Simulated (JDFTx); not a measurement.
Input of a JDFTx 1.7.0 (patched build) run:

File Ag.in:

```
lattice \
    5.5368975452    -2.7684487726     0.0000000000 \
    0.0000000000     4.7950939323     0.0000000000 \
    0.0000000000     0.0000000000     9.0517881370
coords-type Lattice
ion Ag     0.6666666667     0.3333333333     0.7500000000 1
ion Ag     0.3333333333     0.6666666667     0.2500000000 1

ion-species pseudo/Ag.upf
elec-cutoff 41 328
elec-ex-corr gga-PBE
kpoint-folding 10 10 6
elec-smearing Fermi 0.0018374661
elec-n-bands 26
electronic-SCF nIterations 100 energyDiffThreshold 1e-09
electronic-minimize nIterations 30 energyDiffThreshold 1e-7
converge-empty-states yes
forces-output-coords Cartesian

dump-name run.$VAR
dump End Ecomponents EigStats BandEigs Kpoints Forces Stress
```

Potentials or basis: PseudoDojo-SR-PBE-0.5-standard.

Command:

```console
$ jdftx -c 1 -i Ag.in -o Ag.out
```

Task: Predict the pressure.

Result: 0.5 GPa.

Task: What does it give for the band gap on the k mesh?

Result: None (metal or under the smearing width).

Stress tensor (GPa, compression positive):
```
0.66 0.00 0.00
0.00 0.66 0.00
0.00 0.00 0.03
```
